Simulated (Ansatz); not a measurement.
# ZrO2: the cost of one run

Computed with Ansatz 0.2.0 (DFT PBEsol, frozen-core PAW and all-electron LAPW, scalar-relativistic unless said, unless a step's input says otherwise).

The COD entry's cell or inner coordinates are ideal or old and differ from later refinements, so a difference from it is no clean test against experiment.

2 further runs of the same task are left out: 2 set aside as unsound or not needed.

### Step 1. The structure to begin with

The structure is cubic, space group Fm-3m (No. 225). Conventional cell: a = 5.070 Å, b = 5.070 Å, c = 5.070 Å, α = 90.00°, β = 90.00°, γ = 90.00°. Zr (site symmetry m-3m) is surrounded by 8 O at 2.20 Å. Around O (site symmetry -43m) lie 4 Zr at 2.20 Å.

As a file:

```
Zr O
1.0
     0.00000    2.53500    2.53500
     2.53500    0.00000    2.53500
     2.53500    2.53500    0.00000
Zr O
1 2
Direct
  0.00000 0.00000 0.00000
  0.25000 0.25000 0.25000
  0.75000 0.75000 0.75000
```

Cartesian axes are those of the input's lattice vectors. The structure goes back to a database entry.

### Step 2. Cell and atoms relaxed, PAW

Contents of input.yaml:

```yaml
crystal:
  lattice:
    - [0.0, 2.535, 2.535]
    - [2.535, 0.0, 2.535]
    - [2.535, 2.535, 0.0]
  atoms:
    - { symbol: Zr, position: [0.0, 0.0, 0.0] }
    - { symbol: O, position: [0.25, 0.25, 0.25] }
    - { symbol: O, position: [0.75, 0.75, 0.75] }
kpoints:
  mp_grid: { grid: [12, 12, 12] }
scf:
  occupations: { method: fermi_dirac, width: 0.05 }
hamiltonian:
  xc: pbesol
  pseudopotentials: { kind: paw }
relax:
  f_tol: 0.002
  max_steps: 80
  cell: {}
output:
  forces: true
  stress: true
```

Started as:

```bash
> ansatz run input.yaml --threads 2 --pin off --max-ram 5120MiB --backend cpu --events-out ev --progress --plain --runs-dir out
```

What time and memory should one allow on 2 threads of Arm Neoverse V1, shared host?

About 3.8 s, with a peak of 0.34 GiB.
